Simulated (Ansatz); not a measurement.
# Tungsten, omega (AlB2-type) under LDA: ground state and equation of state, part 2 of 2

What does LDA give for tungsten in the omega (AlB2-type) structure? We relax it, solve it on a dense k-mesh, then scale the cell to 7 volumes from 88 to 112 % of the relaxed one and try a fit of the equation of state. Spin polarisation is left out. The k-meshes are 8×8×11 for the relaxation; 11×11×16 for the dense run; 9×9×14 for the volumes.

Ansatz 0.2.0; DFT, LDA (PW92), plane waves (420 eV) with PAW, scalar-relativistic. The steps go on from the part before.

### 3 Dense single point

input.yaml reads:

```yaml
crystal:
  lattice:
    - [4.6134945561, 0.0, 0.0]
    - [-2.306747278, 3.9954034858, 0.0]
    - [0.0, 0.0, 2.5655728194]
  atoms:
    - { symbol: W, position: [0.0, 0.0, 0.0] }
    - { symbol: W, position: [0.3333333333, 0.6666666667, 0.5] }
    - { symbol: W, position: [0.6666666667, 0.3333333333, 0.5] }
hamiltonian:
  xc: lda
  pseudopotentials:
    kind: paw
    azcp:
      W: "pseudopotentials/W.paw.azcp"
basis:
  ecutwfc: 420
  fft_grid_basis: typed
kpoints:
  mp_grid: { grid: [11, 11, 16], shift: [0, 0, 0] }
magnetization:
  spin_polarized: false
scf:
  occupations: { method: fermi_dirac, width: 0.1 }
```

Output (excerpt; [...] marks lines left out):

```text
Warning: <dir> the record states the generating functional pbe (its physics header spells it `PBE`), which answers neither for hamiltonian.xc's functional nor for the lda family's — results may be inconsistent (PPs are generated against a specific XC)
Warning: RAYON_NUM_THREADS=2 ignored (pool sized by the plan → 2); use --threads N
[...]
Pseudopotentials: kind: paw
Pseudopotential: W, paw, valence charge 14, recommended cutoff 420 eV (normal), <dir>
Functional definition: SPW92
[...]
Crystal: 3 atoms, lattice volume = 47.291 Å³
Basis set: ecut = 420 eV, 915 PW (Γ)
[...]
Symmetry: 24 space group operations
Space group: P6/mmm (ITA 191), of the structure as read, at distance tolerance 3.6e-5 Å
k-points: 144 of 1936
[...]
SCF iter   1: F=—  HF=-30387.972634 eV  |F-HF|=—  |Δ(HF+E_count)|=         —  Δρ=1.08e-2  dr2=4.72e-2  ethr=1.77e-3  ⟨swp⟩=5.0  Hψ=15817  notcnv=0
[...]
SCF iter   6: F=-30387.960273 eV  HF=-30387.960273 eV  |F-HF|=3.95e-9  |Δ(HF+E_count)|=   2.69e-8  Δρ=4.81e-6  dr2=8.19e-9  ethr=2.38e-10  ⟨swp⟩=2.1  Hψ=7376  notcnv=0
[...]
SCF converged after 6 iterations
Free energy (F): -30387.960273 eV
[...]
E sigma→0 (E₀):  -30387.904303 eV
Entropy (-TS):   -0.111941 eV (-37.314 meV/atom)
Fermi energy:    22.183671 eV
[...]
```

It took 3.2 s on 2 threads of an Arm CPU, shared host; peak memory 0.38 GiB.

### 4 At 88 % of the relaxed volume

input.yaml, as its differences from that of step 3:

```diff
@@ -2,5 +2,5 @@
   lattice:
-    - [4.6134945561, 0.0, 0.0]
-    - [-2.306747278, 3.9954034858, 0.0]
-    - [0.0, 0.0, 2.5655728194]
+    - [4.4210378853, 0.0, 0.0]
+    - [-2.2105189426, 3.8287311198, 0.0]
+    - [0.0, 0.0, 2.4585473103]
   atoms:
@@ -19,3 +19,3 @@
 kpoints:
-  mp_grid: { grid: [11, 11, 16], shift: [0, 0, 0] }
+  mp_grid: { grid: [9, 9, 14], shift: [0, 0, 0] }
 magnetization:
@@ -24 +24,4 @@
   occupations: { method: fermi_dirac, width: 0.1 }
+  lower_state_search: "off"
+output:
+  stress: true
```

Output (excerpt; [...] marks lines left out):

```text
Warning: <dir> the record states the generating functional pbe (its physics header spells it `PBE`), which answers neither for hamiltonian.xc's functional nor for the lda family's — results may be inconsistent (PPs are generated against a specific XC)
Warning: RAYON_NUM_THREADS=2 ignored (pool sized by the plan → 2); use --threads N
[...]
[... 3 set-up lines as earlier in the session ...]
[...]
Crystal: 3 atoms, lattice volume = 41.616 Å³
Basis set: ecut = 420 eV, 831 PW (Γ)
[...]
SCF iter   6: F=-30387.141812 eV  HF=-30387.141812 eV  |F-HF|=4.02e-9  |Δ(HF+E_count)|=   7.60e-9  Δρ=4.01e-6  dr2=6.13e-9  ethr=1.65e-10  ⟨swp⟩=2.3  Hψ=8923  notcnv=0
[...]
SCF converged after 6 iterations
Free energy (F): -30387.141812 eV
[...]
E sigma→0 (E₀):  -30387.091103 eV
Entropy (-TS):   -0.101416 eV (-33.805 meV/atom)
Fermi energy:    25.689147 eV
[...]
--- Stress (GPa, compression-positive) ---
       49.711856       0.000000       0.000000
        0.000000      49.711856       0.000000
        0.000000       0.000000      54.233329
  P = ⅓ Tr σ = 51.2190 GPa (512.190 kbar)
```

Run time: 2.6 s. Hardware: 2 threads of an Arm CPU, shared host; peak memory 0.35 GiB.

### 5 At 92 % of the relaxed volume

input.yaml, as its differences from that of step 4:

```diff
@@ -2,5 +2,5 @@
   lattice:
-    - [4.4210378853, 0.0, 0.0]
-    - [-2.2105189426, 3.8287311198, 0.0]
-    - [0.0, 0.0, 2.4585473103]
+    - [4.4870332551, 0.0, 0.0]
+    - [-2.2435166275, 3.8858847865, 0.0]
+    - [0.0, 0.0, 2.495247457]
   atoms:
@@ -27 +27,5 @@
   stress: true
+  write_density: true
+  write_potential: true
+  elf: true
+  volumetric_format: npy
```

Output:

```text
Warning: <dir> the record states the generating functional pbe (its physics header spells it `PBE`), which answers neither for hamiltonian.xc's functional nor for the lda family's — results may be inconsistent (PPs are generated against a specific XC)
Warning: RAYON_NUM_THREADS=2 ignored (pool sized by the plan → 2); use --threads N
[... 6 set-up lines as earlier in the session ...]
Crystal: 3 atoms, lattice volume = 43.507 Å³
Basis set: ecut = 420 eV, 867 PW (Γ)
Bands: 26, of which v1, the nominal top of the filled ones, is band 21 counted from 1 (20 counted from 0)
[... 1 set-up line as earlier in the session ...]
Space group: P6/mmm (ITA 191), of the structure as read, at distance tolerance 3.5e-5 Å
k-points: 96 of 1134
[... 7 set-up lines as earlier in the session ...]
SCF iter   1: F=—  HF=-30387.632084 eV  |F-HF|=—  |Δ(HF+E_count)|=         —  Δρ=1.12e-2  dr2=4.62e-2  ethr=1.77e-3  ⟨swp⟩=5.1  Hψ=10652  notcnv=0
preconditioner: auto → none  [metal: Δε(μ)=0.028 eV  Ē_g=5.605 eV  σ=0.100 eV  W_gap=0.07  n_scr=8 (ndim 8)  ℏωp=23.9 eV  f_vac=0.000  D(μ)=3.29/eV (n_scr^D=32)  sad-step TF]
SCF iter   2: F=—  HF=-30387.625785 eV  |F-HF|=—  |Δ(HF+E_count)|=   6.30e-3  Δρ=7.05e-3  dr2=2.20e-2  ethr=1.10e-4  ⟨swp⟩=1.0  Hψ=3264  notcnv=0
SCF iter   3: F=—  HF=-30387.620935 eV  |F-HF|=—  |Δ(HF+E_count)|=   4.85e-3  Δρ=4.44e-4  dr2=3.79e-5  ethr=5.23e-5  ⟨swp⟩=2.0  Hψ=3129  notcnv=0
SCF iter   4: F=—  HF=-30387.620924 eV  |F-HF|=—  |Δ(HF+E_count)|=   1.14e-5  Δρ=1.02e-4  dr2=2.81e-6  ethr=9.04e-8  ⟨swp⟩=2.3  Hψ=4423  notcnv=0
iter 5 did not close the SCF: its close was put off for the readings that it lacked (scf_convergence_deferred on its scf_iter line)
SCF iter   5: F=-30387.620924 eV  HF=-30387.620924 eV  |F-HF|=1.06e-8  |Δ(HF+E_count)|=   3.65e-7  Δρ=1.45e-5  dr2=4.57e-8  ethr=6.70e-9  ⟨swp⟩=2.4  Hψ=3960  notcnv=0
SCF iter   6: F=-30387.620924 eV  HF=-30387.620924 eV  |F-HF|=3.79e-9  |Δ(HF+E_count)|=   4.01e-9  Δρ=3.62e-6  dr2=5.58e-9  ethr=1.09e-10  ⟨swp⟩=6.2  Hψ=15308  notcnv=0
the search or the solves at the SCF's close seem to have found levels that the self-consistency loop had missed (the run counts 1). By its estimate they hold under 1e-12 electrons; where the run keeps them, the occupations were computed again with them
SCF 1 converged in 6 iterations: F = -30387.620924 eV  dr2 = 5.58e-9
SCF converged after 6 iterations
Free energy (F): -30387.620924 eV
Harris-Foulkes:  -30387.620924 eV  (|F-HF|=3.79e-9)
Internal energy: -30387.516227 eV  (E = F + TS)
E sigma→0 (E₀):  -30387.568576 eV
Entropy (-TS):   -0.104697 eV (-34.899 meV/atom)
Fermi energy:    24.432412 eV
--- Per-component energies (eV) ---
  E_band       = -160.115307
  E_kinetic    = 1369.602061
  E_local      = -1657.926024  (includes V_loc(G=0)·N_el)
  E_nonlocal   = 23.626166
  E_hartree    = 610.706527
  E_xc         = -800.650779
  E_vxc        = -723.894428  (∫ρ·V_xc dr)
  E_paw        = -24931.252053  (= ΣΔE_a)
  E_vpaw       = -392.936305  (= ΣTr[D̂ρ^β])
  E_aug_tail   = -0.000191  (compensation charges beyond the density's cutoff)
  E_ewald      = -5002.471394
  E_core_change = 0.849459  (= ΣΔE_core)
  E_smearing   = -0.104697  (= −TS)
  E_closure    = 0.000000  (closes the sum)
  Σ components = -30387.620924   (vs F -30387.620924, Δ=0.00e0)
--- Stress (GPa, compression-positive) ---
       30.065967      -0.000000       0.000000
       -0.000000      30.065967       0.000000
        0.000000       0.000000      31.824807
  P = ⅓ Tr σ = 30.6522 GPa (306.522 kbar)
--- Band table (eV; the first three rows and the last of 96) ---
  k-point 0: bands = ["-49.3773", "-49.1912", "-49.0414", "-14.0328", "-14.0328", "-13.8888", "-13.8888", "-12.8020", "-12.8020", "-12.7829", "-12.4966", "-12.3937", "14.5876", "18.5152", "20.6325", "21.7060", "21.7060", "21.7248", "21.7401", "21.7401", "23.9138", "23.9138", "26.7778", "26.7778", "26.8423", "26.8423"]
  k-point 1: bands = ["-49.3670", "-49.1834", "-49.0326", "-14.0192", "-14.0192", "-13.8688", "-13.8688", "-12.8900", "-12.7998", "-12.7998", "-12.6128", "-12.4993", "14.7985", "18.8424", "21.0312", "21.5483", "21.5483", "21.6403", "21.6403", "22.0204", "23.9283", "23.9283", "26.5193", "26.5193", "26.7892", "26.7892"]
  k-point 2: bands = ["-49.3381", "-49.1615", "-49.0078", "-13.9808", "-13.9808", "-13.8117", "-13.8117", "-13.1824", "-12.9309", "-12.7943", "-12.7943", "-12.7886", "15.3852", "19.7499", "21.0789", "21.0789", "21.3403", "21.3403", "22.1922", "22.9129", "23.9911", "23.9911", "25.8674", "25.8674", "26.7505", "26.7505"]
  k-point 95: bands = ["-49.1613", "-48.9495", "-48.9495", "-14.8123", "-14.5423", "-14.5423", "-13.7268", "-13.3582", "-13.3582", "-13.2885", "-13.2885", "-12.6730", "17.6987", "19.6703", "19.6703", "20.5600", "20.5600", "21.4083", "23.0002", "23.0002", "24.1019", "24.1019", "24.5828", "28.2734", "28.4900", "29.8697"]
```

It took 3.6 s on 2 threads of an Arm CPU, shared host; peak memory 0.36 GiB.

Density in a lattice plane of the grid's cell (edges 4.49 and 4.49 Å, at 0.500 of the third edge), which holds W.

Values in e/Å³, 12 rows by 12 columns:
```
0.54 0.42 0.34 0.37 0.53 0.81 0.80 0.52 0.36 0.34 0.42 0.54
0.39 0.34 0.38 0.81 2.27 3.19 2.20 0.78 0.38 0.34 0.38 0.42
0.33 0.37 0.81 3.27 5.10 5.21 3.18 0.80 0.37 0.33 0.34 0.34
0.36 0.53 2.27 5.10 4.30 5.06 2.30 0.55 0.37 0.37 0.38 0.36
0.45 0.81 3.19 5.21 5.06 3.21 0.93 0.47 0.55 0.80 0.78 0.52
0.50 0.80 2.20 3.18 2.30 0.93 0.54 0.93 2.30 3.18 2.20 0.80
0.45 0.52 0.78 0.80 0.55 0.47 0.93 3.21 5.06 5.21 3.19 0.81
0.36 0.36 0.38 0.37 0.37 0.55 2.30 5.06 4.30 5.10 2.27 0.53
0.33 0.34 0.34 0.33 0.37 0.80 3.18 5.21 5.10 3.27 0.81 0.37
0.39 0.42 0.38 0.34 0.38 0.78 2.20 3.19 2.27 0.81 0.38 0.34
0.54 0.54 0.42 0.34 0.36 0.52 0.80 0.81 0.53 0.37 0.34 0.42
0.66 0.54 0.39 0.33 0.36 0.45 0.50 0.45 0.36 0.33 0.39 0.54
```
Columns run along the first of these edges and rows up along the second, over one cell in 12 and 12 even steps from the bottom left corner. Atoms in the plane (fractional): W at (0.33, 0.67), W at (0.67, 0.33).

ELF in the same plane.

Ten even steps from '0' (0.07) to '9' (0.70):
```
444456554433334456654444
444555433445433345554444
455543346788753345554444
565433689999963245655555
664336997679963346665556
653369941169953456655556
543589610389743455433345
433699645897534433332234
434699999975444345565433
433589997644444679998533
433456554344457999999643
443223333443579854699633
554333455434798301698534
665555665435996114996335
665556664336997679963346
555555654236999998633456
444445554335788764334555
444445554333454433455544
444445665443333445565444
444455665544444556655444
```
Columns run along the first of these edges and rows up along the second, over one cell in 24 and 20 even steps from the bottom left corner. Atoms in the plane (fractional): W at (0.33, 0.67), W at (0.67, 0.33).

Both are smooth fields of the valence electrons: close to the nuclei they are not physical.

The highest ELF values outside the cores: 0.49 between the atoms, 1.6 Å from W.

### 6 At 96 % of the relaxed volume

input.yaml, as its differences from that of step 5:

```diff
@@ -2,5 +2,5 @@
   lattice:
-    - [4.4870332551, 0.0, 0.0]
-    - [-2.2435166275, 3.8858847865, 0.0]
-    - [0.0, 0.0, 2.495247457]
+    - [4.5511423916, 0.0, 0.0]
+    - [-2.2755711958, 3.9414049274, 0.0]
+    - [0.0, 0.0, 2.5308986659]
   atoms:
@@ -27,5 +27 @@
   stress: true
-  write_density: true
-  write_potential: true
-  elf: true
-  volumetric_format: npy
```

Output (excerpt; [...] marks lines left out):

```text
Warning: <dir> the record states the generating functional pbe (its physics header spells it `PBE`), which answers neither for hamiltonian.xc's functional nor for the lda family's — results may be inconsistent (PPs are generated against a specific XC)
Warning: RAYON_NUM_THREADS=2 ignored (pool sized by the plan → 2); use --threads N
[...]
[... 3 set-up lines as earlier in the session ...]
[...]
Crystal: 3 atoms, lattice volume = 45.399 Å³
Basis set: ecut = 420 eV, 915 PW (Γ)
[...]
SCF iter   6: F=-30387.880630 eV  HF=-30387.880630 eV  |F-HF|=2.45e-9  |Δ(HF+E_count)|=   4.61e-9  Δρ=3.00e-6  dr2=3.81e-9  ethr=1.06e-10  ⟨swp⟩=2.4  Hψ=8997  notcnv=0
[...]
SCF converged after 6 iterations
Free energy (F): -30387.880630 eV
[...]
E sigma→0 (E₀):  -30387.826730 eV
Entropy (-TS):   -0.107800 eV (-35.933 meV/atom)
Fermi energy:    23.273396 eV
[...]
--- Stress (GPa, compression-positive) ---
       14.026143       0.000000       0.000000
        0.000000      14.026143       0.000000
        0.000000       0.000000      13.672684
  P = ⅓ Tr σ = 13.9083 GPa (139.083 kbar)
```

Wall time 2.6 s (2 threads of an Arm CPU, shared host); peak memory 0.35 GiB.

### 7 At 100 % of the relaxed volume

input.yaml, as its differences from that of step 6:

```diff
@@ -2,5 +2,5 @@
   lattice:
-    - [4.5511423916, 0.0, 0.0]
-    - [-2.2755711958, 3.9414049274, 0.0]
-    - [0.0, 0.0, 2.5308986659]
+    - [4.6134945561, 0.0, 0.0]
+    - [-2.306747278, 3.9954034858, 0.0]
+    - [0.0, 0.0, 2.5655728194]
   atoms:
@@ -27 +27,5 @@
   stress: true
+  write_density: true
+  write_potential: true
+  elf: true
+  volumetric_format: npy
```

Output (excerpt; [...] marks lines left out):

```text
Warning: <dir> the record states the generating functional pbe (its physics header spells it `PBE`), which answers neither for hamiltonian.xc's functional nor for the lda family's — results may be inconsistent (PPs are generated against a specific XC)
Warning: RAYON_NUM_THREADS=2 ignored (pool sized by the plan → 2); use --threads N
[...]
[... 3 set-up lines as earlier in the session ...]
[...]
Crystal: 3 atoms, lattice volume = 47.291 Å³
Basis set: ecut = 420 eV, 915 PW (Γ)
[...]
SCF iter   6: F=-30387.961463 eV  HF=-30387.961463 eV  |F-HF|=1.43e-9  |Δ(HF+E_count)|=   1.67e-8  Δρ=4.14e-6  dr2=3.93e-9  ethr=2.38e-10  ⟨swp⟩=9.6  Hψ=16227  notcnv=0
[...]
SCF converged after 6 iterations
Free energy (F): -30387.961463 eV
[...]
E sigma→0 (E₀):  -30387.905757 eV
Entropy (-TS):   -0.111412 eV (-37.137 meV/atom)
Fermi energy:    22.202594 eV
[...]
--- Stress (GPa, compression-positive) ---
        0.878195       0.000000       0.000000
        0.000000       0.878195       0.000000
        0.000000       0.000000      -1.011739
  P = ⅓ Tr σ = 0.2482 GPa (2.482 kbar)
--- Band table (eV; the first three rows and the last of 96) ---
[... band rows left out ...]
[...]
```

Wall time 3.7 s (2 threads of an Arm CPU, shared host); peak memory 0.36 GiB.

### 8 At 104 % of the relaxed volume

input.yaml, as its differences from that of step 7:

```diff
@@ -2,5 +2,5 @@
   lattice:
-    - [4.6134945561, 0.0, 0.0]
-    - [-2.306747278, 3.9954034858, 0.0]
-    - [0.0, 0.0, 2.5655728194]
+    - [4.674205394, 0.0, 0.0]
+    - [-2.337102697, 4.0479806137, 0.0]
+    - [0.0, 0.0, 2.5993342281]
   atoms:
@@ -27,5 +27 @@
   stress: true
-  write_density: true
-  write_potential: true
-  elf: true
-  volumetric_format: npy
```

Output (excerpt; [...] marks lines left out):

```text
Warning: <dir> the record states the generating functional pbe (its physics header spells it `PBE`), which answers neither for hamiltonian.xc's functional nor for the lda family's — results may be inconsistent (PPs are generated against a specific XC)
Warning: RAYON_NUM_THREADS=2 ignored (pool sized by the plan → 2); use --threads N
[...]
[... 3 set-up lines as earlier in the session ...]
[...]
Crystal: 3 atoms, lattice volume = 49.182 Å³
Basis set: ecut = 420 eV, 951 PW (Γ)
[...]
SCF iter   6: F=-30387.896447 eV  HF=-30387.896447 eV  |F-HF|=6.41e-9  |Δ(HF+E_count)|=   4.87e-8  Δρ=6.13e-6  dr2=1.32e-8  ethr=2.38e-10  ⟨swp⟩=4.9  Hψ=8077  notcnv=0
[...]
SCF converged after 6 iterations
Free energy (F): -30387.896447 eV
[...]
E sigma→0 (E₀):  -30387.838523 eV
Entropy (-TS):   -0.115848 eV (-38.616 meV/atom)
Fermi energy:    21.210328 eV
[...]
--- Stress (GPa, compression-positive) ---
       -9.871455       0.000000       0.000000
        0.000000      -9.871455       0.000000
        0.000000       0.000000     -12.897219
  P = ⅓ Tr σ = -10.8800 GPa (-108.800 kbar)
```

Run time: 2.5 s. Hardware: 2 threads of an Arm CPU, shared host; peak memory 0.36 GiB.

### 9 At 108 % of the relaxed volume

input.yaml, as its differences from that of step 8:

```diff
@@ -2,5 +2,5 @@
   lattice:
-    - [4.674205394, 0.0, 0.0]
-    - [-2.337102697, 4.0479806137, 0.0]
-    - [0.0, 0.0, 2.5993342281]
+    - [4.7333788326, 0.0, 0.0]
+    - [-2.3666894163, 4.0992263148, 0.0]
+    - [0.0, 0.0, 2.6322406863]
   atoms:
```

Output (excerpt; [...] marks lines left out):

```text
Warning: <dir> the record states the generating functional pbe (its physics header spells it `PBE`), which answers neither for hamiltonian.xc's functional nor for the lda family's — results may be inconsistent (PPs are generated against a specific XC)
Warning: RAYON_NUM_THREADS=2 ignored (pool sized by the plan → 2); use --threads N
[...]
[... 3 set-up lines as earlier in the session ...]
[...]
Crystal: 3 atoms, lattice volume = 51.074 Å³
Basis set: ecut = 420 eV, 1011 PW (Γ)
[...]
SCF iter   6: F=-30387.712737 eV  HF=-30387.712737 eV  |F-HF|=4.40e-10  |Δ(HF+E_count)|=   1.53e-7  Δρ=6.15e-6  dr2=9.66e-9  ethr=2.38e-10  ⟨swp⟩=4.9  Hψ=8330  notcnv=0
[...]
SCF converged after 6 iterations
Free energy (F): -30387.712737 eV
[...]
E sigma→0 (E₀):  -30387.652354 eV
Entropy (-TS):   -0.120767 eV (-40.256 meV/atom)
Fermi energy:    20.288056 eV
[...]
--- Stress (GPa, compression-positive) ---
      -18.624723       0.000000       0.000000
        0.000000     -18.624723       0.000000
        0.000000       0.000000     -22.527499
  P = ⅓ Tr σ = -19.9256 GPa (-199.256 kbar)
```

It took 2.6 s on 2 threads of an Arm CPU, shared host; peak memory 0.36 GiB.

### 10 At 112 % of the relaxed volume

input.yaml, as its differences from that of step 9:

```diff
@@ -2,5 +2,5 @@
   lattice:
-    - [4.7333788326, 0.0, 0.0]
-    - [-2.3666894163, 4.0992263148, 0.0]
-    - [0.0, 0.0, 2.6322406863]
+    - [4.7911086543, 0.0, 0.0]
+    - [-2.3955543271, 4.1492218069, 0.0]
+    - [0.0, 0.0, 2.6643443465]
   atoms:
```

Output (excerpt; [...] marks lines left out):

```text
Warning: <dir> the record states the generating functional pbe (its physics header spells it `PBE`), which answers neither for hamiltonian.xc's functional nor for the lda family's — results may be inconsistent (PPs are generated against a specific XC)
Warning: RAYON_NUM_THREADS=2 ignored (pool sized by the plan → 2); use --threads N
[...]
[... 3 set-up lines as earlier in the session ...]
[...]
Crystal: 3 atoms, lattice volume = 52.965 Å³
Basis set: ecut = 420 eV, 1029 PW (Γ)
[...]
SCF iter   6: F=-30387.432664 eV  HF=-30387.432664 eV  |F-HF|=4.21e-9  |Δ(HF+E_count)|=   2.01e-8  Δρ=3.58e-6  dr2=7.72e-9  ethr=2.38e-10  ⟨swp⟩=4.1  Hψ=7837  notcnv=0
[...]
SCF converged after 6 iterations
Free energy (F): -30387.432664 eV
[...]
E sigma→0 (E₀):  -30387.369771 eV
Entropy (-TS):   -0.125787 eV (-41.929 meV/atom)
Fermi energy:    19.428656 eV
[...]
--- Stress (GPa, compression-positive) ---
      -25.725164      -0.000000       0.000000
       -0.000000     -25.725164       0.000000
        0.000000       0.000000     -30.329048
  P = ⅓ Tr σ = -27.2598 GPa (-272.598 kbar)
```

Wall time 2.7 s (2 threads of an Arm CPU, shared host); peak memory 0.37 GiB.

### 11 Energy and pressure against volume

The cell was scaled evenly, with its shape and the fractional positions fixed.

```
V (Å³/atom)  E − E₀ (meV/atom)  P from the stress (GPa)  P from the fit (GPa)
     13.872              271.5                    51.22                 51.18
     14.502              112.3                    30.65                 30.50
     15.133               26.2                    13.91                 13.73
     15.764               -0.1                     0.25                  0.09
     16.394               22.3                   -10.88                -11.05
     17.025               84.4                   -19.93                -20.14
     17.655              178.6                   -27.26                -27.56
```

Fit (Birch-Murnaghan, third order): V₀ = 15.768 Å³/atom, B₀ = 307 GPa, B₀′ = 4.1, largest residual 0.11 meV/atom.

Fit and stress differ a little: one follows E(σ → 0), the other the smeared free energy.

### 12 Summary of results

What follows sums up all 2 parts.

| quantity | value |
| --- | --- |
| space group (spins left aside) | P6/mmm (No. 191) |
| conventional cell | a = 4.613 Å, c = 2.566 Å (c/a = 0.556) |
| volume | 15.764 Å³/atom |
| shortest distance | 2.566 Å |
| gap on the mesh | none (levels filled in part) |
| relative to bcc | +547 meV/atom |
| V₀, B₀, B₀′ | 15.768 Å³/atom, 307 GPa, 4.1 |

From the guessed start the volume shrank by 0.5 % in 7 steps. Against the reference form of tungsten (bcc, computed apart with the same settings) it stands 547 meV/atom higher, so it is far from stable. Levels at the Fermi energy are filled in part, as in a metal. B₀ comes out at 307 GPa, among the stiffest elements; letting shape and positions relax at each volume could only lower it. The symmetry was held, so the structure may be unstable against distortions that break it.
